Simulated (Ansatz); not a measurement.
# FeO (Wuestite) (Fm-3m) in Ansatz: notebook

The runs below take FeO (Wuestite) through single point, with PBEsol.

All numbers are computed with Ansatz 0.2.0; they aren't measurements. Logs are shortened: lines on timing, memory, paths and dates and some standing lists are left out, and cuts for length are marked.

## 1. The structure

It takes space group Fm-3m (No. 225, cubic). Conventional cell: a = 4.311 Å, b = 4.311 Å, c = 4.311 Å, α = 90.00°, β = 90.00°, γ = 90.00°. Around Fe (site symmetry m-3m) lie 6 O at 2.16 Å. O (site symmetry m-3m) has 6 Fe at 2.16 Å as nearest neighbours.

## 2. Single point, PBEsol, collinear spin, ferromagnetic start, 9.41 Å³/atom (volume scaled by 0.94)

File input.yaml:

```yaml
crystal:
  lattice:
    - [0.0, 2.1113998987, 2.1113998987]
    - [2.1113998987, 0.0, 2.1113998987]
    - [2.1113998987, 2.1113998987, 0.0]
  atoms:
    - { symbol: Fe, position: [0.0, 0.0, 0.0], spin: 3.0 }
    - { symbol: O, position: [0.5, 0.5, 0.5] }
kpoints:
  mp_grid: { grid: [11, 11, 11] }
scf:
  occupations: { method: fermi_dirac, width: 0.05 }
hamiltonian:
  xc: pbesol
  pseudopotentials: { kind: all_electron, lapw: { basis_error: 0.0005 } }
magnetization:
  spin_polarized: true
output:
  forces: true
  stress: true
  eigenvalues: true
```

Potentials or basis: all-electron LAPW, scalar-relativistic.

Started as:

```sh
$ ansatz run input.yaml --threads 2 --pin off --max-ram 6144MiB --backend cpu --events-out ev --progress --plain --runs-dir out
```

Log:

```text
Warning: RAYON_NUM_THREADS=2 ignored (pool sized by the plan → 2); use --threads N
LAPW: plane waves up to 10.168 Å⁻¹, error target 5.0e-4 eV per atom; small_component_spin mean_spin; O in spheres of 0.961 Å, 8 of its electrons in bands, Dirac shells []; Fe in spheres of 1.150 Å, 16 of its electrons in bands, Dirac shells [] (how accurate: hamiltonian.pseudopotentials.lapw.basis_error, Limitations)
Engine: ansatz 0.2.0, x86_64-unknown-linux-gnu
Pseudopotentials: kind: all_electron
Pseudopotential: Fe, LAPW, valence charge 16, lapw/all_electron/scalar/gaussian/Fe, Koelling and Harmon's equation, gaussian nucleus
Pseudopotential: O, LAPW, valence charge 8, lapw/all_electron/scalar/gaussian/O, Koelling and Harmon's equation, gaussian nucleus
Functional definition: PBEsol
  exchange = pbesol_x
  correlation = pbesol_c
Crystal: 2 atoms, lattice volume = 18.825 Å³
Basis set: ecut = 393.9239013063459 eV, 331 PW (Γ), exchange–correlation at level 2
Bands: 18, of which v1, the nominal top of the filled ones, is band 12 counted from 1 (11 counted from 0)
Symmetry: 48 space group operations
Space group: Fm-3m (ITA 225), of the structure as read, at distance tolerance 2.7e-5 Å
Magnetic group: BNS 225.116 (UNI 1618), of the structure as read, at distance tolerance 2.7e-5 Å
k-points: 56 of 1331
Non-local potential: Fe, projectors of the file, none
Non-local potential: O, projectors of the file, none
Initial density: superposition of atomic densities (chi_scale 0.1, normalization cell, long waves kept (reshape's long-wave potential 0.00 eV rms))
Starting moments: Σ|m| = 3 μB on 1 of 2 sites
Initial wavefunctions: plane waves of lowest kinetic energy (no species holds an atomic orbital)
Functional: x = pbesol(κ = 0.804, μ = 0.12345679012345678), c = pbesol(β = 0.046)
iter 1 solved again at ethr=6.65e-3 eV; its pass at ethr=1.00e-1 eV (dr2=1.60e0 eV) is discarded
SCF iter   1: F=—  HF=-36644.425334 eV  |F-HF|=—  |Δ(HF+E_count)|=         —  Δρ=6.42e-2 (↑5.76e-2 ↓6.42e-2)  dr2=1.60e0  dr2_m=3.04e-1  M=4.001 μB ∫|m|=4.001 μB  β_m=0.30  ethr=6.65e-3  ⟨swp⟩=2.0  Hψ=13115  notcnv=0
Mixer restart at iter 1: flushing history
preconditioner: auto → none  [metal: Δε(μ)=0.007 eV  Ē_g=14.550 eV  σ=0.050 eV  W_gap=0.04  n_scr=8 (ndim 8)  ℏωp=32.0 eV  f_vac=0.000  D(μ)=1.22/eV (n_scr^D=14)  sad-step TF]
SCF iter   2: F=—  HF=-36643.572970 eV  |F-HF|=—  |Δ(HF+E_count)|=   8.52e-1  Δρ=3.61e-2 (↑3.61e-2 ↓3.43e-2)  dr2=3.86e-1  dr2_m=1.37e-1  M=4.000 μB ∫|m|=4.000 μB  β_m=0.48  ethr=6.65e-3  ⟨swp⟩=2.0  Hψ=5936  notcnv=0
SCF iter   3: F=—  HF=-36643.511317 eV  |F-HF|=—  |Δ(HF+E_count)|=   6.17e-2  Δρ=1.87e-2 (↑1.76e-2 ↓1.87e-2)  dr2=2.28e-1  dr2_m=1.36e-2  M=4.001 μB ∫|m|=4.004 μB  β_m=0.49  ethr=1.61e-3  ⟨swp⟩=2.0  Hψ=6036  notcnv=0
iter 4 solved again at ethr=9.37e-6 eV; its pass at ethr=9.49e-4 eV (dr2=2.25e-3 eV) is discarded
SCF iter   4: F=—  HF=-36643.431488 eV  |F-HF|=—  |Δ(HF+E_count)|=         —  Δρ=3.85e-3 (↑3.74e-3 ↓3.85e-3)  dr2=2.25e-3  dr2_m=1.55e-3  M=3.996 μB ∫|m|=4.003 μB  β_m=0.49  ethr=9.37e-6  ⟨swp⟩=2.0  Hψ=9875  notcnv=0
Mixer restart at iter 4: flushing history
the basis was enlarged: its passes take 2.6 MiB over the memory plan, 2 of 2 planned eigensolver slots
SCF iter   5: F=—  HF=-36643.433082 eV  |F-HF|=—  |Δ(HF+E_count)|=   1.59e-3  Δρ=3.19e-3 (↑3.19e-3 ↓1.27e-3)  dr2=4.25e-3  dr2_m=2.69e-4  M=3.998 μB ∫|m|=4.005 μB  β_m=0.48  ethr=9.36e-6  ⟨swp⟩=3.0  Hψ=6449  notcnv=0
SCF iter   6: F=—  HF=-36643.430786 eV  |F-HF|=—  |Δ(HF+E_count)|=   2.30e-3  Δρ=1.37e-3 (↑1.37e-3 ↓1.25e-3)  dr2=1.74e-4  dr2_m=2.29e-4  M=3.997 μB ∫|m|=4.005 μB  β_m=0.58  ethr=9.36e-6  ⟨swp⟩=2.5  Hψ=5528  notcnv=0
SCF iter   7: F=—  HF=-36643.431295 eV  |F-HF|=—  |Δ(HF+E_count)|=   5.08e-4  Δρ=3.13e-4 (↑2.83e-4 ↓3.13e-4)  dr2=2.41e-6  dr2_m=1.44e-5  M=3.997 μB ∫|m|=4.006 μB  β_m=0.79  ethr=7.23e-7  ⟨swp⟩=2.6  Hψ=5725  notcnv=0
SCF iter   8: F=—  HF=-36643.431322 eV  |F-HF|=—  |Δ(HF+E_count)|=   2.77e-5  Δρ=5.41e-5 (↑1.61e-5 ↓5.41e-5)  dr2=2.32e-7  dr2_m=1.88e-7  M=3.997 μB ∫|m|=4.006 μB  β_m=0.68  ethr=1.00e-8  ⟨swp⟩=3.0  Hψ=6246  notcnv=0
SCF iter   9: F=—  HF=-36643.431322 eV  |F-HF|=—  |Δ(HF+E_count)|=   6.92e-7  Δρ=1.13e-5 (↑1.03e-5 ↓1.13e-5)  dr2=6.93e-8  dr2_m=1.87e-9  M=3.997 μB ∫|m|=4.006 μB  β_m=0.63  ethr=9.65e-10  ⟨swp⟩=3.0  Hψ=5962  notcnv=0
SCF iter  10: F=—  HF=-36643.431322 eV  |F-HF|=—  |Δ(HF+E_count)|=   2.55e-8  Δρ=3.27e-6 (↑2.35e-6 ↓3.27e-6)  dr2=3.85e-9  dr2_m=3.58e-10  M=3.997 μB ∫|m|=4.006 μB  β_m=0.81  ethr=2.89e-10  ⟨swp⟩=2.2  Hψ=5487  notcnv=0
SCF iter  11: F=-36643.431322 eV  HF=-36643.431322 eV  |F-HF|=2.18e-11  |Δ(HF+E_count)|=   6.45e-9  Δρ=2.40e-7 (↑1.65e-7 ↓2.40e-7)  dr2=1.18e-11  dr2_m=4.53e-12  M=3.997 μB ∫|m|=4.006 μB  ethr=1.60e-11  ⟨swp⟩=2.8  Hψ=5624  notcnv=0
SCF 1 converged in 11 iterations: F = -36643.431322 eV  dr2 = 1.18e-11
SCF converged after 11 iterations
Magnetization: 3.9971 μB (13.9985 up, 10.0015 down)
Absolute magnetization: 4.0063 μB (∫|ρ↑−ρ↓|)
Spin contamination: 0.0108 ħ² per cell (⟨S²⟩ above its minimum at these occupations)
Per-site moments (μB) at R_I (Å): [(3.5922657611357423, 1.1500299979881592), (0.33814753531111696, 0.961369869249531)]
Free energy (F): -36643.431322 eV
Harris-Foulkes:  -36643.431322 eV  (|F-HF|=2.18e-11)
Internal energy: -36643.420503 eV  (E = F + TS)
E sigma→0 (E₀):  -36643.425912 eV
Entropy (-TS):   -0.010818 eV (-5.409 meV/atom)
Fermi energy:    15.796032 eV
--- Per-component energies (eV) ---
  E_band       = -1221.385842
  E_kinetic    = 37112.888179
  E_xc         = -1717.786716
  E_electrostatic = -72038.521966  (all electrons and nuclei)
  E_smearing   = -0.010818  (= −TS)
  E_closure    = 0.000000  (closes the sum)
  E_atoms      = -36626.719027  (free atoms, spherical and without spin; not in F)
  Σ components = -36643.431322   (vs F -36643.431322, Δ=0.00e0)
  Basis errors (estimates in eV, not in F): energy 1.7e-4 per atom: plane waves 1.6e-4 (8.7e-5 summed), levels above the bands 2.0e-132, relativity 2.8e-8, radial functions 1.6e-5, core shells 4.5e-8; eigenvalues (radial functions only) 1.0e-6; not estimated: angular momenta, meshes, grids; target (lapw.basis_error) 5.0e-4; muffin-tin radii O 0.961 Å, Fe 1.150 Å
--- Forces (eV/Å), atoms counted from 1 ---
  atom   1  Fe    -0.00000000    -0.00000000     0.00000000
  atom   2  O      0.00000000    -0.00000000    -0.00000000
  max |Σ_I F_I| component: 8.28e-30 eV/Å
--- Stress (GPa, compression-positive) ---
        3.487475       0.000000       0.000000
        0.000000       3.487475      -0.000000
        0.000000      -0.000000       3.487475
  P = ⅓ Tr σ = 3.4875 GPa (34.875 kbar)
--- Band table (eV; the first three rows and the last of 112) ---
  k-point 0 ↑: bands = ["-489.8316", "-73.7653", "-39.9270", "-39.9270", "-39.9270", "-5.4714", "11.6666", "11.6666", "11.6666", "11.8498", "11.8498", "11.8498", "12.1174", "12.1174", "16.0889", "30.9961", "33.1119", "33.1119"]
  k-point 1 ↑: bands = ["-489.8316", "-73.7647", "-39.9327", "-39.9277", "-39.9277", "-5.3776", "10.7609", "10.9186", "10.9186", "11.9460", "11.9460", "12.2214", "12.8819", "12.8819", "16.6684", "29.8073", "32.8789", "32.8789"]
  k-point 2 ↑: bands = ["-489.8316", "-73.7630", "-39.9479", "-39.9296", "-39.9296", "-5.1156", "9.4233", "10.1078", "10.1078", "12.1325", "12.1325", "12.4845", "13.8162", "13.8162", "17.8683", "27.8684", "31.9064", "31.9064"]
  k-point 55 ↓: bands = ["-489.5265", "-69.6457", "-35.9670", "-35.9630", "-35.9395", "-3.4051", "9.0907", "9.1597", "9.9888", "15.5498", "15.9386", "16.6460", "17.0165", "17.7638", "24.9822", "25.7113", "25.7239", "29.3971"]
```

It took 12 s on 2 threads of Intel Xeon 6975P-C (Granite Rapids), shared host; peak memory 0.49 GiB.

What came out:

```
Free energy            : -36643.4313 eV
Pressure               : 3.5 GPa
Band gap on the k mesh : none (metal or under the smearing width)
Net moment             : 4.00 μB per cell
Absolute moment        : 4.01 μB per cell
Site moments           : Fe +3.59; O +0.34 μB
```

Caveat: a cell with one magnetic atom can't hold antiferromagnetic order, which such compounds often take; semilocal functionals often make such compounds metallic where correlation or magnetic order opens a gap, which also shifts bond lengths.

## 3. Single point, PBEsol, collinear spin, ferromagnetic start, 9.61 Å³/atom (volume scaled by 0.96)

Changes to input.yaml since step 2:

```diff
@@ -2,5 +2,5 @@
   lattice:
-    - [0.0, 2.1113998987, 2.1113998987]
-    - [2.1113998987, 0.0, 2.1113998987]
-    - [2.1113998987, 2.1113998987, 0.0]
+    - [0.0, 2.126269402, 2.126269402]
+    - [2.126269402, 0.0, 2.126269402]
+    - [2.126269402, 2.126269402, 0.0]
   atoms:
```

Potentials or basis: all-electron LAPW, scalar-relativistic.

Started as:

```sh
$ ansatz run input.yaml --threads 2 --pin off --max-ram 6144MiB --backend cpu --events-out ev --progress --plain --runs-dir out
```

It took 12 s on 2 threads of Intel Xeon 6975P-C (Granite Rapids), shared host; peak memory 0.48 GiB.

Results (log left out):

```yaml
Free_energy: -36643.4343 eV
Pressure: -1.0 GPa
Band_gap_on_the_k_mesh: none (metal or under the smearing width)
Net_moment: 4.00 μB per cell
Absolute_moment: 4.01 μB per cell
Site_moments: Fe +3.60; O +0.33 μB
```

Caveat: a cell with one magnetic atom can't hold antiferromagnetic order, which such compounds often take; semilocal functionals often make such compounds metallic where correlation or magnetic order opens a gap, which also shifts bond lengths.

## 4. Single point, PBEsol, collinear spin, ferromagnetic start, 9.81 Å³/atom (volume scaled by 0.98)

Changes to input.yaml since step 3:

```diff
@@ -2,5 +2,5 @@
   lattice:
-    - [0.0, 2.126269402, 2.126269402]
-    - [2.126269402, 0.0, 2.126269402]
-    - [2.126269402, 2.126269402, 0.0]
+    - [0.0, 2.1409337923, 2.1409337923]
+    - [2.1409337923, 0.0, 2.1409337923]
+    - [2.1409337923, 2.1409337923, 0.0]
   atoms:
```

Started as:

```sh
$ ansatz run input.yaml --threads 2 --pin off --max-ram 6144MiB --backend cpu --events-out ev --progress --plain --runs-dir out
```

Run time: 11 s. Hardware: 2 threads of Intel Xeon 6975P-C (Granite Rapids), shared host; peak memory 0.49 GiB.

The run converged. Its results:

```
Free energy            : -36643.4267 eV
Pressure               : -5.0 GPa
Band gap on the k mesh : none (metal or under the smearing width)
Net moment             : 4.00 μB per cell
Absolute moment        : 4.01 μB per cell
Site moments           : Fe +3.61; O +0.33 μB
```

Caveat: a cell with one magnetic atom can't hold antiferromagnetic order, which such compounds often take; semilocal functionals often make such compounds metallic where correlation or magnetic order opens a gap, which also shifts bond lengths.

## 5. Single point, PBEsol, collinear spin, ferromagnetic start, 10.01 Å³/atom

Changes to input.yaml since step 4:

```diff
@@ -2,5 +2,5 @@
   lattice:
-    - [0.0, 2.1409337923, 2.1409337923]
-    - [2.1409337923, 0.0, 2.1409337923]
-    - [2.1409337923, 2.1409337923, 0.0]
+    - [0.0, 2.1554, 2.1554]
+    - [2.1554, 0.0, 2.1554]
+    - [2.1554, 2.1554, 0.0]
   atoms:
```

Started as:

```sh
$ ansatz run input.yaml --threads 2 --pin off --max-ram 6144MiB --backend cpu --events-out ev --progress --plain --runs-dir out
```

Run time: 12 s. Hardware: 2 threads of Intel Xeon 6975P-C (Granite Rapids), shared host; peak memory 0.48 GiB.

The run converged. Its results:

```
Free energy            : -36643.4097 eV
Pressure               : -8.6 GPa
Band gap on the k mesh : none (metal or under the smearing width)
Net moment             : 4.00 μB per cell
Absolute moment        : 4.01 μB per cell
Site moments           : Fe +3.62; O +0.33 μB
```

Caveat: a cell with one magnetic atom can't hold antiferromagnetic order, which such compounds often take; semilocal functionals often make such compounds metallic where correlation or magnetic order opens a gap, which also shifts bond lengths.

## 6. Single point, PBEsol, collinear spin, ferromagnetic start, 10.21 Å³/atom (volume scaled by 1.02)

Changes to input.yaml since step 5:

```diff
@@ -2,5 +2,5 @@
   lattice:
-    - [0.0, 2.1554, 2.1554]
-    - [2.1554, 0.0, 2.1554]
-    - [2.1554, 2.1554, 0.0]
+    - [0.0, 2.1696745882, 2.1696745882]
+    - [2.1696745882, 0.0, 2.1696745882]
+    - [2.1696745882, 2.1696745882, 0.0]
   atoms:
```

Potentials or basis: all-electron LAPW, scalar-relativistic.

Started as:

```sh
$ ansatz run input.yaml --threads 2 --pin off --max-ram 6144MiB --backend cpu --events-out ev --progress --plain --runs-dir out
```

It took 13 s on 2 threads of Intel Xeon 6975P-C (Granite Rapids), shared host; peak memory 0.49 GiB.

It converged, with:

```yaml
Free_energy: -36643.3841 eV
Pressure: -11.8 GPa
Band_gap_on_the_k_mesh: none (metal or under the smearing width)
Net_moment: 4.00 μB per cell
Absolute_moment: 4.01 μB per cell
Site_moments: Fe +3.62; O +0.32 μB
```

Caveat: a cell with one magnetic atom can't hold antiferromagnetic order, which such compounds often take; semilocal functionals often make such compounds metallic where correlation or magnetic order opens a gap, which also shifts bond lengths.

## 7. Single point, PBEsol, collinear spin, ferromagnetic start, 10.41 Å³/atom (volume scaled by 1.04)

Changes to input.yaml since step 6:

```diff
@@ -2,5 +2,5 @@
   lattice:
-    - [0.0, 2.1696745882, 2.1696745882]
-    - [2.1696745882, 0.0, 2.1696745882]
-    - [2.1696745882, 2.1696745882, 0.0]
+    - [0.0, 2.183763779, 2.183763779]
+    - [2.183763779, 0.0, 2.183763779]
+    - [2.183763779, 2.183763779, 0.0]
   atoms:
```

Started as:

```sh
$ ansatz run input.yaml --threads 2 --pin off --max-ram 6144MiB --backend cpu --events-out ev --progress --plain --runs-dir out
```

It took 10 s on 2 threads of Intel Xeon 6975P-C (Granite Rapids), shared host; peak memory 0.48 GiB.

It converged, with:

* Free energy: -36643.3511 eV
* Pressure: -14.6 GPa
* Band gap on the k mesh: none (metal or under the smearing width)
* Net moment: 4.00 μB per cell
* Absolute moment: 4.01 μB per cell
* Site moments: Fe +3.63; O +0.32 μB

Caveat: a cell with one magnetic atom can't hold antiferromagnetic order, which such compounds often take; semilocal functionals often make such compounds metallic where correlation or magnetic order opens a gap, which also shifts bond lengths.

## 8. Single point, PBEsol, collinear spin, ferromagnetic start, 10.61 Å³/atom (volume scaled by 1.06)

Changes to input.yaml since step 7:

```diff
@@ -2,5 +2,5 @@
   lattice:
-    - [0.0, 2.183763779, 2.183763779]
-    - [2.183763779, 0.0, 2.183763779]
-    - [2.183763779, 2.183763779, 0.0]
+    - [0.0, 2.1976734774, 2.1976734774]
+    - [2.1976734774, 0.0, 2.1976734774]
+    - [2.1976734774, 2.1976734774, 0.0]
   atoms:
```

Started as:

```sh
$ ansatz run input.yaml --threads 2 --pin off --max-ram 6144MiB --backend cpu --events-out ev --progress --plain --runs-dir out
```

It took 11 s on 2 threads of Intel Xeon 6975P-C (Granite Rapids), shared host; peak memory 0.48 GiB.

It converged, with:

| Quantity | Value |
| --- | --- |
| Free energy | -36643.3113 eV |
| Pressure | -17.2 GPa |
| Band gap on the k mesh | none (metal or under the smearing width) |
| Net moment | 4.00 μB per cell |
| Absolute moment | 4.01 μB per cell |
| Site moments | Fe +3.63; O +0.31 μB |

Caveat: a cell with one magnetic atom can't hold antiferromagnetic order, which such compounds often take; semilocal functionals often make such compounds metallic where correlation or magnetic order opens a gap, which also shifts bond lengths.

## 9. For comparison

An earlier run on the cell as given: functional PBEsol; potentials or basis all-electron LAPW, scalar-relativistic; cutoff 349 eV (chosen from the basis error); basis error allowed 0.001 eV/atom; k mesh 11 × 11 × 11; occupations fermi-dirac, width 0.05 eV; collinear spin, ferromagnetic start; starting moments [3.0, 0.0] μB.

* Pressure: -8.6 GPa
* Band gap on the k mesh: none (metal or under the smearing width)
* Net moment: 4.00 μB per cell
* Absolute moment: 4.01 μB per cell
* Site moments: Fe +3.62; O +0.32 μB
* Loewdin charges: Fe +1.14; O -1.00 e
